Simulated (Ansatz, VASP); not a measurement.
## MgO in VASP and in Ansatz

```
Mg O
1.0
     3.22245    0.00000    0.00000
    -1.61123    2.79073    0.00000
     0.00000    0.00000    4.93368
Mg O
2 2
Direct
  0.33333 0.66667 0.98952
  0.66667 0.33333 0.48952
  0.33333 0.66667 0.38548
  0.66667 0.33333 0.88548
```

Change from the starting cell: hydrostatic strain -2.0%.

Alike in both runs: task single point; functional PBE; k mesh 12 × 12 × 6; occupations fermi-dirac, width 0.02 eV; no spin polarisation.

|  | VASP | Ansatz |
| --- | --- | --- |
| version | VASP 6.6.1 | Ansatz 0.2.0 |
| potentials or method | VASP PAW PBE potentials, release 64 (Mg, O) | plane waves, PAW |
| plane-wave cutoff (eV) | 520 | 420 |
| valence electrons in the cell | 16 | 32 |

```csv
,VASP,Ansatz,Ansatz less VASP
gap on the k mesh at the Fermi level (eV),3.88,3.89,+0.017
pressure (GPa),12.5,12.8,+0.33
largest component of the traceless stress (GPa),1.42,1.43,+0.008
rms of the force components (eV/Å),0.008,0.008,-0.0001
```

Atom by atom the forces differ by 0.000 eV/Å (rms over components). The two sets of potentials don't hold the same shells in valence.

A k mesh can miss the band edges.
